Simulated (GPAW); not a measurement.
The system is TiO2.

```
CELL_PARAMETERS angstrom
4.59984 0.00000 0.00000
0.00000 4.59984 0.00000
0.00000 0.00000 2.95921
ATOMIC_POSITIONS crystal
Ti 0.00000 0.00000 0.50000
Ti 0.50000 0.50000 0.00000
O 0.30432 0.30432 0.50000
O 0.69568 0.69568 0.50000
O 0.19568 0.80432 0.00000
O 0.80432 0.19568 0.00000
```

The cell is a database's computed one.

Base run:

```yaml
Program: GPAW 26.7.0
Functional: GLLB-SC
Potentials_or_basis: the program's PAW data sets (release 1.2.1) made for this functional
Cutoff: 800 eV
Basis: pw
k_mesh: 4 × 4 × 6
Occupations: fermi-dirac, width 0.05 eV
Spin: no spin polarisation
```

Its results: band gap on the k mesh with the derivative discontinuity 3.78 eV.

Question: The run is repeated on the same cell with these changes: functional from GLLB-SC to PBE; potentials or basis from the program's PAW data sets (release 1.2.1) made for this functional to JTH PAW 2.0, PBE. What comes out?

Answer: Band gap on the k mesh 1.86 eV, direct.

Caveats: the GLLB-SC gap is the Kohn-Sham gap of the path plus the derivative discontinuity (some runs); a model potential gives levels but no total energy (some runs); the program truncates these outside data sets (some runs).

Not every run made on this cell is shown here.
